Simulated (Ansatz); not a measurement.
Wires are cut from relaxed bulk Ir (Fm-3m, 14.50 Å³/atom, gap on the mesh 0.00 eV); atoms and period are relaxed, and energies count from that bulk.

Level of theory: DFT PBE, scalar-relativistic, plane waves, PAW in Ansatz.

Cutoff 420 eV, Gaussian smearing of 0.05 eV, energies at zero smearing, symmetry of each start kept, no spin polarisation.

```json
{"start": "[110] wire, 4 host atoms a period", "atoms": "4", "k mesh": "1×1×20", "excess energy (eV per host atom)": "1.913", "line energy (eV/Å)": "2.962", "period (Å)": "2.583", "gap on the mesh (eV)": "0", "highest filled level or Fermi level under vacuum (eV)": "5.19"}
{"start": "[110] wire, 5 host atoms a period", "atoms": "5", "k mesh": "1×1×20", "excess energy (eV per host atom)": "1.659", "line energy (eV/Å)": "3.216", "period (Å)": "2.579", "gap on the mesh (eV)": "0", "highest filled level or Fermi level under vacuum (eV)": "5.02"}
```

Spin-orbit coupling is left out, which matters for the bands of heavy elements.

Each run keeps its start's symmetry and one magnetic start, so lower states can exist.

Cost: 2 runs of about 11 core-minutes in all, on Arm Neoverse V1 (shared hosts).